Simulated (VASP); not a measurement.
Runs of VASP 6.6.1 on GaAs. Symmetry: F-43m, No. 216, cubic system. Conventional cell: a = 5.663 Å, b = 5.663 Å, c = 5.663 Å, α = 90.00°, β = 90.00°, γ = 90.00°. Ga (site symmetry -43m) is surrounded by 4 As at 2.45 Å. As (site symmetry -43m) has 4 Ga at 2.45 Å as nearest neighbours. 

```tsv
task	level	cell	cutoff (eV)	gap on the mesh (eV)	pressure (GPa)
dielectric tensor	PBE	as given	520	0.48	-
band structure	TB-mBJ	as given	520	(a)	-
optical spectrum	PBE	as given	520	0.48	3.1
relaxation of cell and atoms	PBEsol	relaxed	600	0.42	0.0
```

Alike in all rows: potentials or basis VASP PAW PBE potentials, release 64 (Ga_d, As); no spin polarisation; k mesh 10 × 10 × 10; smearing gaussian 0.03 eV.

Problem. Fill in the values left out.

Solution. (a) 1.55.

Caveats: the PAW data sets were made with another functional, which shifts forces and pressure a little (some runs); the gap is small at this level, which inflates the dielectric constant (some runs); independent-particle spectra lack excitons (some runs); the relaxation stopped at its first step, so nothing moved (some runs).

A k mesh can miss the band edges, and the runs leave out spin-orbit coupling on As, Ga.
